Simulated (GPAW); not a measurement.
# PtS2 (P-3m1) in GPAW: a series of runs, part 2 of 2

GPAW 26.7.0. Earlier steps stand in the parts before.

## Step 3: Single point, PBE

Contents of run.py:

```python
from ase.dft.bandgap import bandgap
from ase.io import read, write
from ase.units import GPa
from gpaw import GPAW, PW

atoms = read('PtS2.xyz')

calc = GPAW(mode=PW(400),
            xc='PBE',
            kpts={'size': (7, 7, 4), 'gamma': True},
            occupations={'name': 'fermi-dirac', 'width': 0.05},
            nbands=26,
            maxiter=120,
            txt='gpaw.txt')
atoms.calc = calc
energy = atoms.get_potential_energy()
forces = atoms.get_forces()
stress = atoms.get_stress()
calc.write('gs.gpw')
write('result.traj', atoms)
print(f'Energy: {energy:.6f} eV')
print('Forces (eV/A):')
print(forces.round(4))
print('Stress (GPa):', (stress / GPa).round(3))
print('Fermi level:', round(calc.get_fermi_level(), 4), 'eV')
print(f'Gap: {bandgap(calc)[0]:.4f} eV, direct: {bandgap(calc, direct=True)[0]:.4f} eV')
```

Contents of PtS2.xyz:

```xyz
3
Lattice="3.5432000000 0.0000000000 0.0000000000 -1.7716000000 3.0685012107 0.0000000000 0.0000000000 0.0000000000 5.0388000000" Properties=species:S:1:pos:R:3 pbc="T T T"
Pt     0.0000000000      0.0000000000      0.0000000000
S      1.7716000002      1.0228337368      3.8949924000
S     -0.0000000002      2.0456674739      1.1438076000
```

Potentials or basis: GPAW PAW data sets (gpaw-data 1.2.1), pw.

The run is started by

```sh
OMP_NUM_THREADS=1 python run.py
```

gpaw.txt:

```text
__  _  _
 | _ |_)|_||  |
 |__||  | ||/\| - 26.7.0

Input parameters:
  mode=PW(ecut=400.0),
  kpts=MonkhorstPack(size=(7, 7, 4), gamma=True),
  maxiter=120,
  nbands=26,
  occupations=Occupations(name='fermi-dirac', width=0.05),
  xc=XC(name='PBE')

Diagonalizing LCAO Hamiltonian
Converting LCAO to pw mode

            S

         S

       Pt

Atoms  # Å, Bohr magnetons
|   | symbol |         x |        y |        z |    initial magnetic moments |
|---|--------|-----------|----------|----------|-----------------------------|
| 0 |     Pt |  0.000000 | 0.000000 | 0.000000 | ( 0.0000,  0.0000,  0.0000) |
| 1 |      S |  1.771600 | 1.022834 | 3.894992 | ( 0.0000,  0.0000,  0.0000) |
| 2 |      S | -0.000000 | 2.045667 | 1.143808 | ( 0.0000,  0.0000,  0.0000) |

Unit cell  # Å
| periodic |         x |        y |        z |  lengths |     angles |
|----------|-----------|----------|----------|----------|------------|
|      yes |  3.543200 | 0.000000 | 0.000000 | 3.543200 |  90.000000 |
|      yes | -1.771600 | 3.068501 | 0.000000 | 3.543200 |  90.000000 |
|      yes |  0.000000 | 0.000000 | 5.038800 | 5.038800 | 120.000000 |

Number of symmetries: 12
Symmetry operations  # r_c * U_cc + t_c -> r_c
|    | kind |            matrix            |
|----|------|------------------------------|
|  0 |  σ   |  1, 1, 0,  0,-1, 0,  0, 0, 1 |
|  1 |  S6  |  1, 1, 0, -1, 0, 0,  0, 0,-1 |
|  2 |  E   |  1, 0, 0,  0, 1, 0,  0, 0, 1 |
|  3 |  C2  |  1, 0, 0, -1,-1, 0,  0, 0,-1 |
|  4 |  C2  |  0, 1, 0,  1, 0, 0,  0, 0,-1 |
|  5 |  C3  |  0, 1, 0, -1,-1, 0,  0, 0, 1 |
|  6 |  S6  |  0,-1, 0,  1, 1, 0,  0, 0,-1 |
|  7 |  σ   |  0,-1, 0, -1, 0, 0,  0, 0, 1 |
|  8 |  σ   | -1, 0, 0,  1, 1, 0,  0, 0, 1 |
|  9 |  i   | -1, 0, 0,  0,-1, 0,  0, 0,-1 |
| 10 |  C3  | -1,-1, 0,  1, 0, 0,  0, 0, 1 |
| 11 |  C2  | -1,-1, 0,  0, 1, 0,  0, 0,-1 |

BZ-sampling:
  Number of BZ points: 196
  Number of IBZ points: 28

  Monkhorst-Pack size: [7, 7, 4]
  Monkhorst-Pack shift: [0.0, 0.0, 0.125]

K-points  # in reciprocal-cell coordinates
|     |                                coordinates |     weight |
|-----|--------------------------------------------|------------|
|   0 | (  0.00000000,   0.00000000,   0.00000000) | 0.00510204 |
|   1 | (  0.00000000,   0.00000000,   0.25000000) | 0.01020408 |
|   2 | (  0.00000000,   0.00000000,   0.50000000) | 0.00510204 |
|   3 | (  0.14285714,   0.00000000,  -0.25000000) | 0.03061224 |
|   4 | (  0.14285714,   0.00000000,   0.00000000) | 0.03061224 |
|   5 | (  0.14285714,   0.00000000,   0.25000000) | 0.03061224 |
|   6 | (  0.14285714,   0.00000000,   0.50000000) | 0.03061224 |
|   7 | (  0.28571429,  -0.14285714,   0.00000000) | 0.03061224 |
|   8 | (  0.28571429,  -0.14285714,   0.25000000) | 0.06122449 |
|   9 | (  0.28571429,  -0.14285714,   0.50000000) | 0.03061224 |
| ... |                                            |            |
|  27 | (  0.42857143,   0.42857143,   0.50000000) | 0.03061224 |

Plane wave coefficients: 1009
Cutoff: 400.0 eV

Spin-components: 1 (collinear spins)
Bands:           26
Projectors:      16
Spin-degeneracy: 2
Datatype:        complex128

Parallelization:
  kpt:    1
  domain: 1
  band:   1

Density:
  Valence electrons: 28.0
  Components: 1
  Grid points: [18 18 24]
  Charge: 0.0  # |e|

Potential:
  Grid points: [18 18 24]

species:
  Pt:
    name:    Platinum
    Z:       78.0
    valence: 16
    core:    62
    charge:  0.0  # [|e|]
    compensation charges:
      type: gauss
      rc: 0.41  # [Å]
      lmax: 2
    cutoffs:
      filter: 2.26  # [Å]
      core: 2.26  # [Å]
    projectors
    | kind |    occ | energy [eV] | rcut [Å] |
    |------|--------|-------------|----------|
    |   6s |  1.000 |      -5.628 |    1.307 |
    |   5p |  6.000 |     -56.051 |    1.371 |
    |   6p |  0.000 |      -0.845 |    1.371 |
    |   5d |  9.000 |      -6.153 |    1.307 |
    |    s |        |      21.583 |    1.307 |
    |    d |        |      21.058 |    1.307 |

    Using partial waves for Pt as LCAO basis

  S:
    name:    Sulfur
    Z:       16.0
    valence: 6
    core:    10
    charge:  0.0  # [|e|]
    compensation charges:
      type: gauss
      rc: 0.24  # [Å]
      lmax: 2
    cutoffs:
      filter: 1.77  # [Å]
      core: 1.66  # [Å]
    projectors
    | kind |    occ | energy [eV] | rcut [Å] |
    |------|--------|-------------|----------|
    |   3s |  2.000 |     -17.254 |    0.974 |
    |   3p |  4.000 |      -7.008 |    0.979 |
    |    s |        |       9.957 |    0.974 |
    |    p |        |      20.203 |    0.979 |
    |    d |        |       0.000 |    0.900 |

    Using partial waves for S as LCAO basis

Reference energy: -522090.602563  # eV

eigensolver:
  PPCG
  Converge bands: occupied
  niter=2

density mixing:
  MSR1-Mixer
  Pratt-step length: 0.05
  Maximum mixing coefficient: 0.75
  Old densities: 10
  SVD Regularization: 0.005
  Good broyden scale: 1.0
  Trust region scale: 1.0
  Backstep threshold: 4.0
  History deletion threshold: 6.0
  Fourier metric: weight=20.0, sigma=0.015

occupation numbers:
  Fermi-Dirac:
    width: 0.0500  # eV

poisson solver:
  ecut: 3200.0  # eV

xc functional:
  name: PBE with 2 nearest neighbor stencil

convergence criteria:
- Maximum [total energy] change in last 3 cyles: 0.0005 eV / valence electron
- Maximum integral of absolute [dens]ity change: 0.0001 electrons / valence electron
- Maximum integral of absolute [eigenst]ate change: 4e-08 eV^2 / valence electron
maximum number of iterations: 120

SCF iterations
|iter     | |      energy | eigst |  dens |
|---------|-|-------------|-------|-------|
|iter:   1| |  -16.972932 | +0.29 |       |
|iter:   2| |  -16.433704 | -1.70 | -1.05 |
|iter:   3| |  -15.475095 | -1.59 | -1.13 |
|iter:   4| |  -15.452091 | -3.31 | -1.61 |
|iter:   5| |  -15.437841 | -3.35 | -1.82 |
|iter:   6| |  -15.437864 | -4.76 | -2.78 |
|iter:   7| |  -15.437932c| -5.17 | -3.24 |
|iter:   8| |  -15.437935c| -6.76 | -4.04c|
|iter:   9| |  -15.437936c| -7.69c| -4.53c|

Converged in 9 steps
Energy contributions relative to reference atoms: (reference = -522090.602563)

Energy contributions:
  Kinetic:          12.464689
  Coulomb:         -13.055072
  Zero:             -0.403511
  External:          0.000000
  Xc:              -14.444029
  Entropy:          -0.000026
  Spinorbit:         0.000000
  ----------------------------
  Free energy:     -15.437949
  Extrapolated:    -15.437936

dipole moment: (-6.145772, -10.644790, -17.479859)  # |e|*Ang

Fermi level: 7.765
Eigenvalues  # (at kpt = [0.000, 0.000, 0.000])
| band index |      eig [eV] | occ [0-2] |
|------------|---------------|-----------|
|          0 |       -46.524 |     2.000 |
|        ... |               |           |
|          6 |         0.377 |     2.000 |
|          7 |         0.496 |     2.000 |
|          8 |         3.396 |     2.000 |
|          9 |         3.396 |     2.000 |
|         10 |         5.601 |     2.000 |
|         11 |         6.269 |     2.000 |
[... 8 lines left out ...]
|         20 |        19.348 |     0.000 |
|         21 |        19.925 |     0.000 |
|        ... |               |           |
|         25 |        21.134 |     0.000 |

Gap: 0.811 eV
Transition (v -> c):
  (s=0, k=4, n=13, [0.14, 0.00, 0.00]) -> (s=0, k=10, n=14, [0.29, 0.00, -0.25])
Direct/indirect transitions are different
Direct gap: 0.981 eV
Transition at: (s=0, k=10, n=13, [0.29, 0.00, -0.25])

Forces  # eV/Ang
|        x |        y |        z |
|----------|----------|----------|
| -0.00000 | -0.00000 |  0.00000 |  # Pt   0
| -0.00000 |  0.00000 | -1.29003 |  # S    1
|  0.00000 |  0.00000 |  1.29003 |  # S    2

Stress tensor  # eV/Ang^3
|         x |         y |         z |
|-----------|-----------|-----------|
| -0.071812 |  0.000000 |  0.000000 |
|  0.000000 | -0.071812 |  0.000000 |
|  0.000000 |  0.000000 | -0.061334 |

# Writing to gs.gpw (mode='')
```

Wall time 30 s (1 thread of AMD EPYC, shared host); peak memory 0.15 GiB.

The run converged, but some of its settings lie outside the range that counts as converged, so its numbers aren't taken as properties of the crystal.

What came out:

```yaml
Free_energy: -15.4379 eV
Pressure: 10.9 GPa
Largest_force: 1.290 eV/Å
Band_gap_on_the_k_mesh: 0.81 eV, indirect (least direct gap 0.98 eV)
```

Caveat: the cutoff is short for stress and forces, so pressures can be off by a GPa or more; spin-orbit coupling is left out, which moves the levels of the heavy elements; an odd mesh through Γ misses points on the zone boundary, where band edges often lie.

## Step 4: Single point, LDA

Changes to run.py since step 3:

```diff
@@ -1,3 +1,4 @@
+from ase import Atoms
 from ase.dft.bandgap import bandgap
-from ase.io import read, write
+from ase.io import write
 from ase.units import GPa
@@ -5,6 +6,13 @@
 
-atoms = read('PtS2.xyz')
+atoms = Atoms(['Pt', 'S', 'S'],
+              cell=[[3.5432, 0.0, 0.0],
+                    [-1.7716, 3.0685012107, 0.0],
+                    [0.0, 0.0, 5.0388]],
+              scaled_positions=[[0.0, 0.0, 0.0],
+                                [0.6666666667, 0.3333333333, 0.773],
+                                [0.3333333333, 0.6666666667, 0.227]],
+              pbc=True)
 
-calc = GPAW(mode=PW(400),
-            xc='PBE',
+calc = GPAW(mode=PW(450),
+            xc='LDA',
             kpts={'size': (7, 7, 4), 'gamma': True},
```

Potentials or basis: the program's PAW data sets (release 1.2.1) made for this functional, pw.

The run is started by

```sh
OMP_NUM_THREADS=1 python run.py
```

It took 13 s on 1 thread of Arm Neoverse V2, shared host; peak memory 0.15 GiB.

The run converged. Its results:

```yaml
Free_energy: -18.4766 eV
Pressure: 2.8 GPa
Largest_force: 0.764 eV/Å
Band_gap_on_the_k_mesh: 0.70 eV, indirect (least direct gap 0.86 eV)
```

Forces on the atoms (eV/Å):
```
Pt   0.000  0.000  0.000
S    0.000  0.000 -0.764
S    0.000  0.000  0.764
```

Levels at points of the mesh, in eV from the valence-band top:
| k point | band 11 | band 12 | band 13 | band 14 | band 15 | band 16 | band 17 | band 18 |
| --- | --- | --- | --- | --- | --- | --- | --- | --- |
| (0.00, 0.00, 0.00) | -1.76 | -1.08 | -1.08 | -0.08 | 2.45 | 2.45 | 4.67 | 5.54 |
| (0.00, 0.00, 0.50) | -2.52 | -1.27 | -1.27 | -0.85 | 2.93 | 2.93 | 5.36 | 7.19 |

Caveat: the cutoff is short for stress and forces, so pressures can be off by a GPa or more; spin-orbit coupling is left out, which moves the levels of the heavy elements; an odd mesh through Γ misses points on the zone boundary, where band edges often lie. LDA gaps usually lie below the measured ones, often by a third to a half.
